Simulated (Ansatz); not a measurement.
# Pt: the cost of one run

Method: DFT r2SCAN, scalar-relativistic, plane waves, PAW, in Ansatz 0.2.0.

The COD entry's cell or inner coordinates are ideal or old and differ from later refinements, so a difference from it is no clean test against experiment.

3 further runs of the same task are left out: 3 set aside as unsound or not needed.

## Step 1: The system as given

The structure is cubic, space group Fm-3m (No. 225). Conventional cell: a = 3.940 Å, b = 3.940 Å, c = 3.940 Å, α = 90.00°, β = 90.00°, γ = 90.00°. Pt (site symmetry m-3m) has 12 Pt at 2.79 Å in its first shell of neighbours.

As a file:

```cif
data_structure
_symmetry_space_group_name_H-M 'P 1'
_symmetry_Int_Tables_number 1
_cell_length_a 2.7862
_cell_length_b 2.7862
_cell_length_c 2.7862
_cell_angle_alpha 60.000
_cell_angle_beta 60.000
_cell_angle_gamma 60.000
_cell_volume 15.29
loop_
_atom_site_label
_atom_site_type_symbol
_atom_site_fract_x
_atom_site_fract_y
_atom_site_fract_z
_atom_site_occupancy
Pt1 Pt 0.00000 0.00000 0.00000 1
```

It is the result of an earlier relaxation at this level (volume 15.29 Å³/atom; gap on the mesh: none (metal)).

## Step 2: The bulk in the cell of the plane

File input.yaml:

```yaml
crystal:
  lattice:
    - [2.7861568204, 0.0, 0.0]
    - [0.0, 2.7861568204, 0.0]
    - [1.3930784102, 1.3930784102, 1.9701103811]
  atoms:
    - { symbol: Pt, position: [0.0, 0.0, 0.0] }
basis:
  ecutwfc: 500
kpoints:
  mp_grid: { grid: [12, 12, 17] }
hamiltonian:
  xc: r2scan
scf:
  occupations: { method: gaussian, width: 0.1 }
output:
  forces: true
  stress: true
  eigenvalues: true
```

Run with:

```bash
$ ansatz run input.yaml --threads 2 --pin off --max-ram 5120MiB --backend cpu --events-out ev --progress --plain --runs-dir out
```

Q: Estimate wall time and peak memory on 2 threads of Intel Xeon Platinum 8375C at 2.90GHz (Ice Lake), shared host.

About 6.1 s, with a peak of 0.54 GiB.
